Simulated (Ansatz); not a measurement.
**Replacing As in AlAs**

All numbers are results of PBE, scalar-relativistic (spin polarisation where moments were expected) in the plane-wave PAW code Ansatz at 420 eV, Gaussian smearing of 0.05 eV, not measurements.

AlAs was relaxed to zero pressure in the COD cell structure.

Symmetry: F-43m, No. 216, cubic system. The conventional cell has a = 5.728 Å, b = 5.728 Å, c = 5.728 Å, α = 90.00°, β = 90.00°, γ = 90.00°. Around Al (site symmetry -43m) lie 4 As at 2.48 Å. Around As (site symmetry -43m) lie 4 Al at 2.48 Å. Neighbours are those within 15 % of a site's shortest distance, so a longer bond may be listed from one end only.

Results for AlAs: a (Å) 5.728, V (Å³/atom) 23.50, shortest unlike bond (Å) 2.48, gap (eV) 1.50, B0 (GPa) 67, E_f (eV/atom) -0.49.

All As is replaced by P and the cell relaxed again in the same space group. What comes out?

AlP: a (Å) 5.508, V (Å³/atom) 20.88, shortest unlike bond (Å) 2.38, gap (eV) 1.63, B0 (GPa) 83, E_f (eV/atom) -0.64.

The volume changes by −11.1 %, or −3.9 % in mean length, and the shortest unlike bond by -0.10 Å. The bulk modulus goes from 67.2 to 82.7 GPa, as V^−1.8: with like bonding the larger cell is the softer. The formation energy moves by -0.15 eV/atom, so AlP is the more strongly bound against its own elements.

The gaps are differences of one-electron levels. E_f is the formation energy from the elements run alike, at 0 K, without zero-point energy or dispersion between the molecules, chains or layers of the solid elements; it is good to about 0.01 eV/atom as a calculation.

All runs used the PAW datasets of the set soft_2.
